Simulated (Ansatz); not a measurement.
**CdSe: single point with PBE0**

CdSe:

```
Cd Se
1.0
     0.00000    2.75407    2.75407
     2.75407    0.00000    2.75407
     2.75407    2.75407    0.00000
Cd Se
1 1
Cartesian
  0.0000 0.0000 0.0000
  2.7541 2.7541 2.7541
```

Measurements of this composition are mostly on another form, of space group No. 186.

The cell isn't the ideal one: volume scaled by 0.88.

- Program: Ansatz 0.2.0
- Task: single point
- Functional: PBE0
- Potentials or basis: Ansatz PAW
- Cutoff: 420 eV
- Density cutoff: 1680 eV
- k mesh: 5 × 5 × 5
- Occupations: fermi-dirac, width 0.025 eV
- Spin: no spin polarisation

```json
{
 "Pressure": "8.3 GPa",
 "Band gap on the k mesh": "1.53 eV, indirect (least direct gap 3.12 eV)"
}
```

Levels at points of the mesh, in eV from the valence-band top:
```tsv
k point	band 16	band 17	band 18	band 19	band 20	band 21
(0.00, 0.00, 0.00)	-0.88	-0.88	-0.88	2.24	10.46	10.46
```

Run time: 10 s on 2 threads of Intel(R) Xeon(R) 6975P-C (Granite Rapids), on a shared host, peak memory 1.2 GiB.

Caveat: odd divisions of the mesh miss points on the zone boundary, where band edges often lie, so the gap on the mesh can be too wide; the PAW data sets were made with another functional, which shifts forces and pressure a little; the thresholds are loose for stress. A k mesh can miss the band edges.
